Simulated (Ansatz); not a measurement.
# Sb (I4/mcm) in Ansatz: reference runs

Aim: a first look at Sb with PBEsol, on the cell as given and on a disturbed one, and energy against volume gives the equilibrium volume and stiffness.

Everything below comes from runs of Ansatz 0.2.0. Logs are shortened: lines on timing, memory, paths and dates and some standing lists are left out, and cuts for length are marked.

## (1) The structure

It takes space group I4/mcm (No. 140, tetragonal). Conventional cell: a = 8.060 Å, b = 8.060 Å, c = 4.051 Å, α = 90.00°, β = 90.00°, γ = 90.00°. Sb (site symmetry m2m) is surrounded by 7 Sb at 3.03 to 3.45 Å.

This isn't the form of Sb at room conditions, which is rhombohedral.

## (2) Single point, PBEsol

input.yaml

```yaml
crystal:
  lattice:
    - [-4.0300106443, 4.0300106443, 2.0254867038]
    - [4.0300106443, -4.0300106443, 2.0254867038]
    - [4.0300106443, 4.0300106443, -2.0254867038]
  atoms:
    - { symbol: Sb, position: [0.65126306, 0.15126306, 0.80252612] }
    - { symbol: Sb, position: [0.15126306, 0.34873694, 0.5] }
    - { symbol: Sb, position: [0.34873694, 0.84873694, 0.19747388] }
    - { symbol: Sb, position: [0.84873694, 0.65126306, 0.5] }
hamiltonian:
  xc: pbesol
  pseudopotentials: { kind: paw }
kpoints:
  mp_grid: { grid: [7, 7, 7] }
scf:
  occupations: { method: fermi_dirac, width: 0.05 }
output:
  forces: true
  stress: true
  eigenvalues: true
```

Potentials or basis: Ansatz PAW.

Run with:

```
$ ansatz run input.yaml --threads 2 --pin off --max-ram 5632MiB --backend cpu --events-out ev --progress --plain --runs-dir out
```

Output:

```text
Warning: RAYON_NUM_THREADS=2 ignored (pool sized by the plan → 2); use --threads N
Engine: ansatz 0.2.0, aarch64-unknown-linux-gnu
Pseudopotentials: kind: paw
Pseudopotential: Sb, paw, valence charge 15, recommended cutoff 420 eV (normal), Sb.paw.azcp
Functional definition: PBEsol
  exchange = pbesol_x
  correlation = pbesol_c
Crystal: 4 atoms, lattice volume = 131.584 Å³
Basis set: ecut = 420 eV, 2571 PW (Γ), exchange–correlation on 90×90×90 points (8 copies of the dense FFT grid, shifted against one another)
Bands: 36, of which v1, the nominal top of the filled ones, is band 30 counted from 1 (29 counted from 0)
Symmetry: 16 space group operations
Space group: I4/mcm (ITA 140), of the structure as read, at distance tolerance 5.1e-5 Å
k-points: 40 of 343
Non-local potential: Sb, projectors of the file, l = 0: 2, l = 1: 2, l = 2: 2, l = 3: 2
PAW form: soft (Blöchl's): semilocal exchange-correlation on the pseudo side does not see the compensation charge
PAW frozen core: Sb, regenerated for the run's functional, and the local potential with it (the file was generated under x = pbe(κ = 0.804, μ = 0.2195149727645171), c = pbe(β = 0.06672455060314922))
PAW one-centre angular grid: Sb, 590 points (default); XC on 64 Gauss nodes
Initial density: superposition of atomic densities (neutral atoms: chi_scale 0, normalization atom), corrected by the library's trained network
Initial wavefunctions: pseudopotential atomic-orbital guess
Functional: x = pbesol(κ = 0.804, μ = 0.12345679012345678), c = pbesol(β = 0.046)
SCF iter   1: F=—  HF=-25631.270397 eV  |F-HF|=—  |Δ(HF+E_count)|=         —  Δρ=2.53e-3  dr2=4.11e-3  ethr=1.77e-3  ⟨swp⟩=7.2  Hψ=6090  notcnv=0
preconditioner: auto → LDOS  [metal: Δε(μ)=0.006 eV  Ē_g=7.576 eV  σ=0.050 eV  W_gap=0.03  n_scr=36 (ndim 8)  ℏωp=14.5 eV  f_vac=0.110  D(μ)=3.09/eV (n_scr^D=16)  β→1.0]
SCF iter   2: F=—  HF=-25631.267811 eV  |F-HF|=—  |Δ(HF+E_count)|=   2.59e-3  Δρ=4.73e-4  dr2=2.10e-4  ethr=6.85e-6  ⟨swp⟩=2.0  Hψ=3117  notcnv=0  defer=8
SCF iter   3: F=—  HF=-25631.267795 eV  |F-HF|=—  |Δ(HF+E_count)|=   1.54e-5  Δρ=2.39e-4  dr2=6.36e-5  ethr=3.50e-7  ⟨swp⟩=2.0  Hψ=2631  notcnv=0  defer=8
SCF iter   4: F=—  HF=-25631.267721 eV  |F-HF|=—  |Δ(HF+E_count)|=   7.38e-5  Δρ=8.33e-5  dr2=7.07e-6  ethr=1.06e-7  ⟨swp⟩=2.0  Hψ=2628  notcnv=0  defer=8
SCF iter   5: F=—  HF=-25631.267718 eV  |F-HF|=—  |Δ(HF+E_count)|=   3.19e-6  Δρ=1.08e-5  dr2=1.40e-7  ethr=1.18e-8  ⟨swp⟩=2.0  Hψ=2630  notcnv=0  defer=8
SCF iter   6: F=-25631.267718 eV  HF=-25631.267718 eV  |F-HF|=2.01e-9  |Δ(HF+E_count)|=   4.24e-8  Δρ=2.79e-6  dr2=1.06e-8  ethr=1.67e-10  ⟨swp⟩=6.6  Hψ=5574  notcnv=0
SCF 1 converged in 6 iterations: F = -25631.267718 eV  dr2 = 1.06e-8
SCF converged after 6 iterations
Free energy (F): -25631.267718 eV
Harris-Foulkes:  -25631.267718 eV  (|F-HF|=2.01e-9)
Internal energy: -25631.242398 eV  (E = F + TS)
E sigma→0 (E₀):  -25631.255058 eV
Entropy (-TS):   -0.025320 eV (-6.330 meV/atom)
Fermi energy:    8.533623 eV
--- Per-component energies (eV) ---
  E_band       = -752.290400
  E_kinetic    = 828.738762
  E_local      = -7265.315186  (includes V_loc(G=0)·N_el)
  E_nonlocal   = 1455.131033
  E_hartree    = 3294.156642
  E_xc         = -549.583843
  E_vxc        = -385.908510  (∫ρ·V_xc dr)
  E_paw        = -17996.939156  (= ΣΔE_a)
  E_vpaw       = -1973.255993  (= ΣTr[D̂ρ^β])
  E_aug_tail   = -0.000007  (compensation charges beyond the density's cutoff)
  E_ewald      = -5398.758071
  E_core_change = 1.327428  (= ΣΔE_core)
  E_smearing   = -0.025320  (= −TS)
  E_closure    = 0.000000  (closes the sum)
  Σ components = -25631.267718   (vs F -25631.267718, Δ=0.00e0)
--- Forces (eV/Å), atoms counted from 1 ---
  atom   1  Sb    -0.03112926    -0.03112926    -0.00000000
  atom   2  Sb     0.03112926    -0.03112926     0.00000000
  atom   3  Sb     0.03112926     0.03112926     0.00000000
  atom   4  Sb    -0.03112926     0.03112926    -0.00000000
  max |Σ_I F_I| component: 6.94e-18 eV/Å
--- Stress (GPa, compression-positive) ---
       -0.799874       0.000000       0.000000
        0.000000      -0.799874      -0.000000
        0.000000      -0.000000      -0.628196
  P = ⅓ Tr σ = -0.7426 GPa (-7.426 kbar)
--- Band table (eV; the first three rows and the last of 40) ---
  k-point 0: bands = ["-20.5820", "-20.5820", "-20.5396", "-20.5347", "-20.5347", "-20.5312", "-20.5047", "-20.4870", "-20.4825", "-20.4825", "-20.4813", "-20.4808", "-20.4482", "-20.4482", "-20.4461", "-20.4400", "-20.4400", "-20.4308", "-20.4306", "-20.3675", "-3.9770", "-0.6130", "0.6069", "0.6069", "3.7444", "6.9808", "7.4073", "7.4073", "7.5126", "7.6052", "7.6052", "8.1530", "11.1428", "11.1428", "11.8122", "12.0261"]
  k-point 1: bands = ["-20.5847", "-20.5826", "-20.5405", "-20.5377", "-20.5335", "-20.5243", "-20.5082", "-20.4931", "-20.4875", "-20.4823", "-20.4760", "-20.4734", "-20.4537", "-20.4488", "-20.4414", "-20.4401", "-20.4380", "-20.4321", "-20.4267", "-20.3700", "-3.9047", "-0.9563", "0.6293", "0.7571", "4.0718", "6.4072", "6.9548", "7.2030", "7.5984", "7.9786", "8.2777", "8.3422", "10.9961", "11.1812", "12.2182", "12.3116"]
  k-point 2: bands = ["-20.5905", "-20.5839", "-20.5456", "-20.5330", "-20.5303", "-20.5161", "-20.5146", "-20.5003", "-20.4892", "-20.4843", "-20.4691", "-20.4677", "-20.4628", "-20.4491", "-20.4406", "-20.4366", "-20.4361", "-20.4262", "-20.4209", "-20.3773", "-3.7054", "-1.5753", "0.6815", "0.9345", "4.8712", "5.8219", "6.5466", "6.8328", "7.5832", "8.4451", "8.5069", "9.2766", "11.0007", "11.4112", "12.6193", "12.6338"]
  k-point 39: bands = ["-20.6297", "-20.5529", "-20.5312", "-20.5303", "-20.5172", "-20.5164", "-20.5072", "-20.5032", "-20.5021", "-20.4980", "-20.4797", "-20.4794", "-20.4627", "-20.4529", "-20.4379", "-20.4363", "-20.4359", "-20.4077", "-20.3984", "-20.3943", "-2.7480", "-2.0384", "-1.7783", "3.1907", "4.3291", "5.7150", "6.9332", "7.1890", "8.7642", "9.0959", "9.9974", "10.3927", "10.6665", "10.8017", "10.8122", "11.5751"]
```

It took 4.5 s on 2 threads of Arm Neoverse V1, shared host; peak memory 0.48 GiB.

Results:

| Quantity | Value |
| --- | --- |
| Free energy | -25631.2677 eV |
| Pressure | -0.7 GPa |
| Largest force | 0.044 eV/Å |
| Band gap on the k mesh | none (metal or under the smearing width) |

Forces on the atoms (eV/Å):
```
Sb  -0.031 -0.031  0.000
Sb   0.031 -0.031  0.000
Sb   0.031  0.031  0.000
Sb  -0.031  0.031  0.000
```

Levels at points of the mesh, in eV from the Fermi level:
| k point | band 27 | band 28 | band 29 | band 30 | band 31 | band 32 | band 33 | band 34 |
| --- | --- | --- | --- | --- | --- | --- | --- | --- |
| (0.00, 0.00, 0.00) | -1.13 | -1.13 | -1.02 | -0.93 | -0.93 | -0.38 | 2.61 | 2.61 |

Caveat: the PAW data sets come from PBE, with cores solved anew for the run's functional, which leaves a small shift of forces and pressure.

## (3) Single point, PBEsol (atoms moved at random, drawn with an rms of 0.05 Å)

input.yaml

```yaml
crystal:
  lattice:
    - [-4.0300106443, 4.0300106443, 2.0254867038]
    - [4.0300106443, -4.0300106443, 2.0254867038]
    - [4.0300106443, 4.0300106443, -2.0254867038]
  atoms:
    - { symbol: Sb, position: [0.647241, 0.148693, 0.808295] }
    - { symbol: Sb, position: [0.144894, 0.345836, 0.495741] }
    - { symbol: Sb, position: [0.34758, 0.850244, 0.195521] }
    - { symbol: Sb, position: [0.850448, 0.647855, 0.498503] }
hamiltonian:
  xc: pbesol
  pseudopotentials: { kind: paw }
kpoints:
  mp_grid: { grid: [7, 7, 7] }
scf:
  occupations: { method: fermi_dirac, width: 0.05 }
output:
  forces: true
  stress: true
  eigenvalues: true
```

Potentials or basis: Ansatz PAW.

Run with:

```
$ ansatz run input.yaml --threads 2 --pin off --max-ram 5632MiB --backend cpu --events-out ev --progress --plain --runs-dir out
```

Wall time 29 s (2 threads of Arm Neoverse V1, shared host); peak memory 0.8 GiB.

Results (log left out):

- Free energy: -25631.2602 eV
- Pressure: -0.7 GPa
- Largest force: 0.219 eV/Å
- Band gap on the k mesh: none (metal or under the smearing width)

Forces on the atoms (eV/Å):
```
Sb  -0.173 -0.127  0.046
Sb   0.030  0.065  0.000
Sb   0.039  0.090 -0.036
Sb   0.104 -0.028 -0.009
```

Stress tensor (GPa, compression positive):
```
-0.74  0.32 -0.11
 0.32 -0.74 -0.20
-0.11 -0.20 -0.57
```

Levels at points of the mesh, in eV from the Fermi level:
| k point | band 28 | band 29 | band 30 | band 31 | band 32 | band 33 |
| --- | --- | --- | --- | --- | --- | --- |
| (0.00, 0.00, 0.00) | -1.11 | -1.09 | -0.99 | -0.81 | -0.39 | 2.55 |

Caveat: the PAW data sets come from PBE, with cores solved anew for the run's functional, which leaves a small shift of forces and pressure. Spin-orbit coupling is left out, which matters for the levels of Sb.

## (4) Single point, PBEsol, 30.92 Å³/atom (volume scaled by 0.94)

input.yaml

```yaml
crystal:
  lattice:
    - [-3.9477424451, 3.9477424451, 1.9841386384]
    - [3.9477424451, -3.9477424451, 1.9841386384]
    - [3.9477424451, 3.9477424451, -1.9841386384]
  atoms:
    - { symbol: Sb, position: [0.65126306, 0.15126306, 0.80252612] }
    - { symbol: Sb, position: [0.15126306, 0.34873694, 0.5] }
    - { symbol: Sb, position: [0.34873694, 0.84873694, 0.19747388] }
    - { symbol: Sb, position: [0.84873694, 0.65126306, 0.5] }
hamiltonian:
  xc: pbesol
  pseudopotentials: { kind: paw }
kpoints:
  mp_grid: { grid: [7, 7, 7] }
scf:
  occupations: { method: fermi_dirac, width: 0.05 }
output:
  forces: true
  stress: true
  eigenvalues: true
```

Run with:

```
$ ansatz run input.yaml --threads 2 --pin off --max-ram 5632MiB --backend cpu --events-out ev --progress --plain --runs-dir out
```

It took 4.5 s on 2 threads of Arm Neoverse V1, shared host; peak memory 0.45 GiB.

The run converged. Its results:

| Item | Value |
| --- | --- |
| Free energy | -25631.2225 eV |
| Pressure | 2.8 GPa |
| Largest force | 0.061 eV/Å |
| Band gap on the k mesh | none (metal or under the smearing width) |

Caveat: the PAW data sets come from PBE, with cores solved anew for the run's functional, which leaves a small shift of forces and pressure.

## (5) Single point, PBEsol, 31.58 Å³/atom (volume scaled by 0.96)

input.yaml: that of step 4 with these lines changed.

```diff
@@ -2,5 +2,5 @@
   lattice:
-    - [-3.9477424451, 3.9477424451, 1.9841386384]
-    - [3.9477424451, -3.9477424451, 1.9841386384]
-    - [3.9477424451, 3.9477424451, -1.9841386384]
+    - [-3.9755443643, 3.9755443643, 1.9981119061]
+    - [3.9755443643, -3.9755443643, 1.9981119061]
+    - [3.9755443643, 3.9755443643, -1.9981119061]
   atoms:
```

Run with:

```
$ ansatz run input.yaml --threads 2 --pin off --max-ram 5632MiB --backend cpu --events-out ev --progress --plain --runs-dir out
```

It took 4.5 s on 2 threads of Arm Neoverse V1, shared host; peak memory 0.45 GiB.

Results (log left out):

- Free energy: -25631.2571 eV
- Pressure: 1.5 GPa
- Largest force: 0.023 eV/Å
- Band gap on the k mesh: none (metal or under the smearing width)

Caveat: the PAW data sets come from PBE, with cores solved anew for the run's functional, which leaves a small shift of forces and pressure.

## (6) Single point, PBEsol, 32.24 Å³/atom (volume scaled by 0.98)

input.yaml: that of step 5 with these lines changed.

```diff
@@ -2,5 +2,5 @@
   lattice:
-    - [-3.9755443643, 3.9755443643, 1.9981119061]
-    - [3.9755443643, -3.9755443643, 1.9981119061]
-    - [3.9755443643, 3.9755443643, -1.9981119061]
+    - [-4.002962778, 4.002962778, 2.0118924237]
+    - [4.002962778, -4.002962778, 2.0118924237]
+    - [4.002962778, 4.002962778, -2.0118924237]
   atoms:
@@ -21 +21,5 @@
   eigenvalues: true
+  write_density: true
+  write_potential: true
+  elf: true
+  volumetric_format: npy
```

Potentials or basis: Ansatz PAW.

Run with:

```
$ ansatz run input.yaml --threads 2 --pin off --max-ram 5632MiB --backend cpu --events-out ev --progress --plain --runs-dir out
```

Run time: 5.9 s. Hardware: 2 threads of Arm Neoverse V1, shared host; peak memory 0.49 GiB.

Results (log left out):

* Free energy: -25631.2715 eV
* Pressure: 0.3 GPa
* Largest force: 0.012 eV/Å
* Band gap on the k mesh: none (metal or under the smearing width)

Caveat: the PAW data sets come from PBE, with cores solved anew for the run's functional, which leaves a small shift of forces and pressure.

## (7) Single point, PBEsol, 32.90 Å³/atom

input.yaml: that of step 6 with these lines changed.

```diff
@@ -2,5 +2,5 @@
   lattice:
-    - [-4.002962778, 4.002962778, 2.0118924237]
-    - [4.002962778, -4.002962778, 2.0118924237]
-    - [4.002962778, 4.002962778, -2.0118924237]
+    - [-4.0300106443, 4.0300106443, 2.0254867038]
+    - [4.0300106443, -4.0300106443, 2.0254867038]
+    - [4.0300106443, 4.0300106443, -2.0254867038]
   atoms:
@@ -21,5 +21 @@
   eigenvalues: true
-  write_density: true
-  write_potential: true
-  elf: true
-  volumetric_format: npy
```

Run with:

```
$ ansatz run input.yaml --threads 2 --pin off --max-ram 5632MiB --backend cpu --events-out ev --progress --plain --runs-dir out
```

Wall time 4.5 s (2 threads of Arm Neoverse V1, shared host); peak memory 0.48 GiB.

Results (log left out):

- Free energy: -25631.2677 eV
- Pressure: -0.7 GPa
- Largest force: 0.044 eV/Å
- Band gap on the k mesh: none (metal or under the smearing width)

Caveat: the PAW data sets come from PBE, with cores solved anew for the run's functional, which leaves a small shift of forces and pressure.

## (8) Single point, PBEsol, 33.55 Å³/atom (volume scaled by 1.02)

input.yaml: that of step 7 with these lines changed.

```diff
@@ -2,5 +2,5 @@
   lattice:
-    - [-4.0300106443, 4.0300106443, 2.0254867038]
-    - [4.0300106443, -4.0300106443, 2.0254867038]
-    - [4.0300106443, 4.0300106443, -2.0254867038]
+    - [-4.0567002343, 4.0567002343, 2.038900914]
+    - [4.0567002343, -4.0567002343, 2.038900914]
+    - [4.0567002343, 4.0567002343, -2.038900914]
   atoms:
```

Run with:

```
$ ansatz run input.yaml --threads 2 --pin off --max-ram 5632MiB --backend cpu --events-out ev --progress --plain --runs-dir out
```

It took 4.5 s on 2 threads of Arm Neoverse V1, shared host; peak memory 0.49 GiB.

Results (log left out):

| Item | Value |
| --- | --- |
| Free energy | -25631.2477 eV |
| Pressure | -1.7 GPa |
| Largest force | 0.074 eV/Å |
| Band gap on the k mesh | none (metal or under the smearing width) |

Caveat: the PAW data sets come from PBE, with cores solved anew for the run's functional, which leaves a small shift of forces and pressure.

## (9) Single point, PBEsol, 34.21 Å³/atom (volume scaled by 1.04)

input.yaml: that of step 8 with these lines changed.

```diff
@@ -2,5 +2,5 @@
   lattice:
-    - [-4.0567002343, 4.0567002343, 2.038900914]
-    - [4.0567002343, -4.0567002343, 2.038900914]
-    - [4.0567002343, 4.0567002343, -2.038900914]
+    - [-4.0830431818, 4.0830431818, 2.0521409013]
+    - [4.0830431818, -4.0830431818, 2.0521409013]
+    - [4.0830431818, 4.0830431818, -2.0521409013]
   atoms:
@@ -21 +21,5 @@
   eigenvalues: true
+  write_density: true
+  write_potential: true
+  elf: true
+  volumetric_format: npy
```

Potentials or basis: Ansatz PAW.

Run with:

```
$ ansatz run input.yaml --threads 2 --pin off --max-ram 5632MiB --backend cpu --events-out ev --progress --plain --runs-dir out
```

It took 6.3 s on 2 threads of Arm Neoverse V1, shared host; peak memory 0.49 GiB.

Results (log left out):

* Free energy: -25631.2133 eV
* Pressure: -2.5 GPa
* Largest force: 0.101 eV/Å
* Band gap on the k mesh: none (metal or under the smearing width)

Caveat: the PAW data sets come from PBE, with cores solved anew for the run's functional, which leaves a small shift of forces and pressure.

## (10) Single point, PBEsol, 34.87 Å³/atom (volume scaled by 1.06)

input.yaml: that of step 9 with these lines changed.

```diff
@@ -2,5 +2,5 @@
   lattice:
-    - [-4.0830431818, 4.0830431818, 2.0521409013]
-    - [4.0830431818, -4.0830431818, 2.0521409013]
-    - [4.0830431818, 4.0830431818, -2.0521409013]
+    - [-4.1090505274, 4.1090505274, 2.0652122148]
+    - [4.1090505274, -4.1090505274, 2.0652122148]
+    - [4.1090505274, 4.1090505274, -2.0652122148]
   atoms:
@@ -21,5 +21 @@
   eigenvalues: true
-  write_density: true
-  write_potential: true
-  elf: true
-  volumetric_format: npy
```

Run with:

```
$ ansatz run input.yaml --threads 2 --pin off --max-ram 5632MiB --backend cpu --events-out ev --progress --plain --runs-dir out
```

Run time: 4.8 s. Hardware: 2 threads of Arm Neoverse V1, shared host; peak memory 0.49 GiB.

It converged, with:

```
Free energy            : -25631.1661 eV
Pressure               : -3.2 GPa
Largest force          : 0.126 eV/Å
Band gap on the k mesh : none (metal or under the smearing width)
```

Caveat: the PAW data sets come from PBE, with cores solved anew for the run's functional, which leaves a small shift of forces and pressure.

## (11) Equation of state, PBEsol

Potentials or basis: Ansatz PAW.

This step only gathers the single runs of the series.

What came out:

```
Equilibrium volume                        : 32.42 Å³/atom
Bulk modulus at fixed shape and positions : 53 GPa
Pressure derivative of the bulk modulus   : 4.6
```

Energy against volume, from the lowest point:
```csv
volume (Å³/atom),energy (meV/atom)
30.922,12.26
31.580,3.59
32.238,0.00
32.896,0.95
33.554,5.94
34.212,14.54
34.870,26.35
```

Caveat: the cell was scaled at fixed shape and fractional positions, which overstates the stiffness of a crystal with free parameters, most of all of layers and chains. The run has no spin-orbit coupling, so splittings on Sb are missing.

## (12) Overview

| task | cell | gap on the mesh (eV) | pressure (GPa) | largest force (eV/Å) |
| --- | --- | --- | --- | --- |
| single point | as given | none | -0.7 | 0.04 |
| single point | atoms moved at random, drawn with an rms of 0.05 Å | none | -0.7 | 0.22 |
| equation of state | as given | - | - | - |

Alike in all rows: level PBEsol; potentials or basis Ansatz PAW; no spin polarisation; k mesh 7 × 7 × 7; cutoff (eV) 420; smearing fermi-dirac 0.05 eV.

Caveats: the PAW data sets come from PBE, with cores solved anew for the run's functional, which leaves a small shift of forces and pressure (some runs); the cell was scaled at fixed shape and fractional positions, which overstates the stiffness of a crystal with free parameters, most of all of layers and chains (some runs).

Total energies depend on the potentials used, so only differences within one code and one set of settings carry meaning.
